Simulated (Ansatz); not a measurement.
Si2W:

```
W Si
1.0
    -1.60690    1.60690    3.91495
     1.60690   -1.60690    3.91495
     1.60690    1.60690   -3.91495
W Si
1 2
Direct
  0.00000 0.00000 0.00000
  0.66530 0.66530 0.00000
  0.33470 0.33470 0.00000
```

Base run:

- Program: Ansatz 0.2.0
- Functional: RPBE
- Potentials or basis: Ansatz PAW
- Cutoff: 420 eV (not typed: the program's choice for these potentials)
- k mesh: 12 × 12 × 12
- Occupations: fermi-dirac, width 0.05 eV
- Spin: no spin polarisation

Its results: band gap on the k mesh none (metal or under the smearing width); pressure 6.1 GPa; largest force 0.112 eV/Å.

Task: After a change of settings the same cell gave: band gap on the k mesh none (metal or under the smearing width); pressure 5.4 GPa; largest force 0.102 eV/Å. Which change was it?
A. functional from RPBE to r2SCAN; cutoff from 420 eV (not typed: the program's choice for these potentials) to 500 eV (not typed: the program's choice for these potentials)
B. functional from RPBE to revPBE
C. functional from RPBE to PBEsol

Result: B.

Caveats: spin-orbit coupling is left out, which moves the levels of the heavy elements; the PAW data sets come from PBE, with cores solved anew for the run's functional, which leaves a small shift of forces and pressure.

Runs at the PBE level aren't shown here.
